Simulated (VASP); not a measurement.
# Pt (Fm-3m) in VASP: a series of runs

The runs below take Pt through relaxation of cell and atoms, electrostatic potential, with PBEsol.

All numbers are computed with VASP 6.6.1; they aren't measurements. Logs are shortened: lines on timing, memory, paths and dates and some standing lists are left out, and cuts for length are marked.

## Step 1: Starting point

It takes space group Fm-3m (No. 225, cubic). The conventional cell has a = 3.920 Å, b = 3.920 Å, c = 3.920 Å, α = 90.00°, β = 90.00°, γ = 90.00°. Around Pt (site symmetry m-3m) lie 12 Pt at 2.77 Å.

The cell was built by a generator and needn't be a form met in nature.

## Step 2: Relaxation of cell and atoms, PBEsol

Input file INCAR:

```
SYSTEM = Pt
PREC = Accurate
ENCUT = 600
EDIFF = 1E-6
ISMEAR = 1
SIGMA = 0.1
LREAL = .False.
LASPH = .True.
NELM = 120
ALGO = Normal
ISIF = 3
LWAVE = .False.
LCHARG = .False.
GGA = PS
IBRION = 2
NSW = 60
EDIFFG = -0.005
```

Input file KPOINTS:

```
regular mesh
0
Gamma
  18 18 18
  0 0 0
```

Input file POSCAR:

```
Pt
1.0
    0.0000000000      1.9600000000      1.9600000000
    1.9600000000      0.0000000000      1.9600000000
    1.9600000000      1.9600000000      0.0000000000
Pt
1
Direct
    0.0000000000      0.0000000000      0.0000000000
```

Potentials or basis: VASP PAW PBE potentials, release 64 (Pt).

Command:

```console
$ cat potpaw_PBE.64/Pt/POTCAR > POTCAR
$ mpirun -np 1 vasp_std > vasp.out
```

OUTCAR:

```text
SYSTEM = Pt
   PREC = Accurate
   ENCUT = 600
   EDIFF = 1E-6
   ISMEAR = 1
   LREAL = .False.
   LASPH = .True.
   NELM = 120
   ISIF = 3
   GGA = PS
   IBRION = 2
   NSW = 60
   EDIFFG = -0.005

 ion  position               nearest neighbor table
   1  0.000  0.000  0.000-

  LATTYP: Found a face centered cubic cell.
 ALAT       =     3.9200000000

  Lattice vectors:

 A1 = (   0.0000000000,   1.9600000000,   1.9600000000)
 A2 = (   1.9600000000,   0.0000000000,   1.9600000000)
 A3 = (   1.9600000000,   1.9600000000,   0.0000000000)

Analysis of symmetry for initial positions (statically):
=====================================================================
 Subroutine PRICEL returns:
 Original cell was already a primitive cell.

 Routine SETGRP: Setting up the symmetry group for a
 face centered cubic supercell.

 Subroutine GETGRP returns: Found 48 space group operations
 (whereof 48 operations were pure point group operations)
 out of a pool of 48 trial point group operations.

The static configuration has the point symmetry O_h .

Analysis of symmetry for dynamics (positions and initial velocities):
=====================================================================
 Subroutine PRICEL returns:
 Original cell was already a primitive cell.

 Routine SETGRP: Setting up the symmetry group for a
 face centered cubic supercell.

 Subroutine GETGRP returns: Found 48 space group operations
 (whereof 48 operations were pure point group operations)
 out of a pool of 48 trial point group operations.

The dynamic configuration has the point symmetry O_h .

 Subroutine INISYM returns: Found 48 space group operations
 (whereof 48 operations are pure point group operations),
 and found     1 'primitive' translations

----------------------------------------------------------------------------------------

                                     Primitive cell

  volume of cell :      15.0591

  direct lattice vectors                    reciprocal lattice vectors
     0.000000000  1.960000000  1.960000000    -0.255102041  0.255102041  0.255102041
     1.960000000  0.000000000  1.960000000     0.255102041 -0.255102041  0.255102041
     1.960000000  1.960000000  0.000000000     0.255102041  0.255102041 -0.255102041

  length of vectors
     2.771858582  2.771858582  2.771858582     0.441849696  0.441849696  0.441849696

  position of ions in fractional coordinates (direct lattice)
     0.000000000  0.000000000  0.000000000

  ion indices of the primitive-cell ions
   primitive index   ion index
                 1           1

----------------------------------------------------------------------------------------

 KPOINTS: regular mesh

Automatic generation of k-mesh.
 Grid dimensions read from file:
 generate k-points for:   18   18   18

 Generating k-lattice:

  Cartesian coordinates                     Fractional coordinates (reciprocal lattice)
    -0.014172336  0.014172336  0.014172336     0.055555556  0.000000000  0.000000000
     0.014172336 -0.014172336  0.014172336     0.000000000  0.055555556  0.000000000
     0.014172336  0.014172336 -0.014172336     0.000000000  0.000000000  0.055555556

  Length of vectors
     0.024547205  0.024547205  0.024547205

  Shift w.r.t. Gamma in fractional coordinates (k-lattice)
     0.000000000  0.000000000  0.000000000

 Subroutine IBZKPT returns following result:
 ===========================================

 Found    195 irreducible k-points:

 Following reciprocal coordinates:
            Coordinates               Weight
  0.000000  0.000000  0.000000      1.000000
  0.055556  0.000000  0.000000      8.000000
  0.111111  0.000000  0.000000      8.000000
  0.166667  0.000000  0.000000      8.000000
  0.222222  0.000000  0.000000      8.000000
  0.277778  0.000000  0.000000      8.000000
[... 16 lines left out ...]
 -0.277778  0.055556  0.000000     24.000000
 -0.222222  0.055556  0.000000     24.000000
 [... further k-points ...]
   k-points           NKPTS =    195   k-points in BZ     NKDIM =    195   number of bands    NBANDS=      9
   number of dos      NEDOS =    301   number of ions     NIONS =      1
   total plane-waves  NPLWV =  13824
   dimension x,y,z NGX =    24 NGY =   24 NGZ =   24
   dimension x,y,z NGXF=    48 NGYF=   48 NGZF=   48
   ions per type =               1
   NGX,Y,Z   is equivalent  to a cutoff of  14.39, 14.39, 14.39 a.u.
   NGXF,Y,Z  is equivalent  to a cutoff of  28.79, 28.79, 28.79 a.u.
 SYSTEM =  Pt
   PREC   = accura    normal or accurate (medium, high low for compatibility)
   ISTART =      0    job   : 0-new  1-cont  2-samecut
   ICHARG =      2    charge: 1-file 2-atom 10-const
   ISPIN  =      1    spin polarized calculation?
   LNONCOLLINEAR =      F non collinear calculations
   LSORBIT =      F    spin-orbit coupling
   LASPH  =      T    aspherical Exc in radial PAW
   ENCUT  =  600.0 eV  44.10 Ry    6.64 a.u.   5.54  5.54  5.54*2*pi/ulx,y,z
   NELM   =    120;   NELMIN=  2; NELMDL= -5     # of ELM steps
   EDIFF  = 0.1E-05   stopping-criterion for ELM
   LREAL  =      F    real-space projection
   EDIFFG = -.5E-02   stopping-criterion for IOM
   NSW    =     60    number of steps for IOM
   IBRION =      2    ionic relax: 0-MD 1-quasi-New 2-CG
   NFREE  =      1    steps in history (QN), initial steepest desc. (CG)
   ISIF   =      3    stress and relaxation
   ISYM   =      2    0-nonsym 1-usesym 2-fastsym
   POTIM  = 0.5000    time-step for ionic-motion
   TEBEG  =    0.0;   TEEND  =   0.0 temperature during run
   PSTRESS=    0.0 pullay stress
   NELECT =      10.0000    total number of electrons
   NUPDOWN=      -1.0000    fix difference up-down
   EMIN   =  10.00;   EMAX   =-10.00  energy-range for DOS
   EFERMI =   0.00;   METHOD = LEGACY
   ISMEAR =     1;   SIGMA  =   0.10  broadening in eV -4-tet -1-fermi 0-gaus
   EFERMI_NEDOS =   21; number of points for ismear=-14 and -15
   IALGO  =     38    algorithm
   IMIX   =      4    mixing-type and parameters
     AMIX     =   0.40;   BMIX     =  1.00
     AMIX_MAG =   1.60;   BMIX_MAG =  1.00
  volume/ion in A,a.u.               =      15.06       101.62
  Fermi-wavevector in a.u.,A,eV,Ry     =   1.428265  2.699029 27.755077  2.039941
  Thomas-Fermi vector in A             =   2.548345
   LORBIT       =      0    0 simple, 1 ext, 2 COOP (PROOUT), +10 PAW based schemes
   GGA     = PS    functional components
   LHFCALC =     F    Hartree Fock is set to
   AEXX    =    0.0000 exact exchange contribution
   IVDW    =     0    specifies the selected vdW correction
   LEPSILON=     F    determine dielectric tensor
   LRPA    =     F    only Hartree local field effects (RPA)
 conjugate gradient relaxation of ions
 non-spin polarized calculation
 Methfessel and Paxton  Order N= 1 SIGMA  =   0.10
  energy-cutoff  :      600.00
  volume of cell :       15.06
 maximum number of plane-waves:       531
 NGX is ok and might be reduce to    24
   NGX = 11   NGY = 11   NGZ = 11

--------------------------------------- Ionic step        1  -------------------------------------------

 number of electron      10.0000000 magnetization

 Free energy of the ion-electron system (eV)
  ---------------------------------------------------
  ext. energy  EPLUGINS =         0.00000000
  ---------------------------------------------------
  free energy    TOTEN  =        -6.96011143 eV

  energy without entropy =       -6.95938434  energy(sigma->0) =       -6.95986907

------------------------ aborting loop because EDIFF is reached ----------------------------------------

  FORCE on cell =-STRESS in cart. coord.  units (eV):
  Direction    XX          YY          ZZ          XY          YZ          ZX
  --------------------------------------------------------------------------------------
  -------------------------------------------------------------------------------------
  Total       -0.0795859     -0.0795859     -0.0795859      0.0000000      0.0000000      0.0000000
  in kB       -8.4673646     -8.4673646     -8.4673646      0.0000000      0.0000000      0.0000000
  external PRESSURE =      -8.4673646 kB  Pullay stress =       0.0000000 kB
[... 57 lines left out ...]
--------------------------------------- Ionic step        3  -------------------------------------------

 number of electron       9.9999999 magnetization

 number of electron      10.0000000 magnetization

 Free energy of the ion-electron system (eV)
  ---------------------------------------------------
  ext. energy  EPLUGINS =         0.00000000
  ---------------------------------------------------
  free energy    TOTEN  =        -6.96023259 eV

  energy without entropy =       -6.95951418  energy(sigma->0) =       -6.95999312

 E-fermi :  11.1839     XC(G=0): -13.6546

 val. band max:       11.1826508267   @ k =  -0.3333   0.3889   0.1111
 cond. band min:      11.1937135295   @ k =   0.3889   0.2222   0.0000
 fundamental gap:      0.0110627027
 Fermi energy:        11.1839316380

 k-point     1 :       0.0000    0.0000    0.0000
  band No.  band energies     occupation
      1       0.8359      2.00000
      2       7.3470      2.00000
      3       7.3470      2.00000
      4       7.3470      2.00000
      5       9.5415      2.00000
      6       9.5415      2.00000
      7      25.7940      0.00000
      8      30.7768      0.00000
      9      30.7768      0.00000
[... 265 lines left out ...]
 k-point    24 :      -0.2222    0.0556    0.0000
  band No.  band energies     occupation
      1       2.8937      2.00000
      2       6.8420      2.00000
      3       7.7447      2.00000
      4       7.8138      2.00000
      5       9.3391      2.00000
      6      10.0279      2.00000
      7      24.8485      0.00000
      8      27.7217      0.00000
      9      32.2564      0.00000

 [... further k-points ...]
[... 5 lines left out ...]
  --------------------------------------------------------------------------------------
  -------------------------------------------------------------------------------------
  Total        0.0031206      0.0031206      0.0031206      0.0000000      0.0000000      0.0000000
  in kB        0.3330004      0.3330004      0.3330004      0.0000000      0.0000000      0.0000000
  external PRESSURE =       0.3330004 kB  Pullay stress =       0.0000000 kB
[... 16 lines left out ...]
  FREE ENERGIE OF THE ION-ELECTRON SYSTEM (eV)
  ---------------------------------------------------
  free  energy   TOTEN  =        -6.9602325876 eV

  energy  without entropy=       -6.9595141835  energy(sigma->0) =       -6.95999312

 reached required accuracy - stopping structural energy minimisation
```

Run time: 34 s. Hardware: 1 thread of AMD EPYC 9R14 (Zen 4), shared host; peak memory 0.14 GiB.

What came out:

- Free energy: -6.9602 eV
- Relaxed volume: 15.01 Å³/atom
- Relaxed cell: a = 2.769 Å, b = 2.769 Å, c = 2.769 Å, α = 60.00°, β = 60.00°, γ = 60.00°
- Space group after relaxing (to 0.05 Å): Fm-3m (No. 225)
- Energy gained by relaxing: 0.1 meV/atom
- Ionic steps: 3
- Pressure after relaxing: 0.0 GPa
- Band gap on the k mesh: none (metal or under the smearing width)

Step by step:
```csv
step,energy change (eV),largest force (eV/Å),pressure (GPa),volume (Å³)
1,0.0000,0.0000,-0.85,15.06
2,0.0009,0.0000,2.55,14.89
3,-0.0001,0.0000,0.03,15.01
```

Final structure:
```
CELL_PARAMETERS angstrom
0.00000 1.95805 1.95805
1.95805 0.00000 1.95805
1.95805 1.95805 0.00000
ATOMIC_POSITIONS crystal
Pt 0.00000 0.00000 0.00000
```

Levels at points of the mesh, in eV from the Fermi level:
```csv
k point,band 3,band 4,band 5,band 6,band 7,band 8
"(0.00, 0.00, 0.00)",-3.84,-3.84,-1.64,-1.64,14.61,19.59
"(0.50, 0.00, 0.00)",-3.90,-0.57,0.04,0.04,5.83,14.16
"(0.50, 0.50, 0.00)",0.02,0.49,0.49,1.70,8.88,11.35
```

Caveat: the PAW data sets were made with another functional, which shifts forces and pressure a little. The run has no spin-orbit coupling, so splittings on Pt are missing.

(Continued in part 2 of 2.)
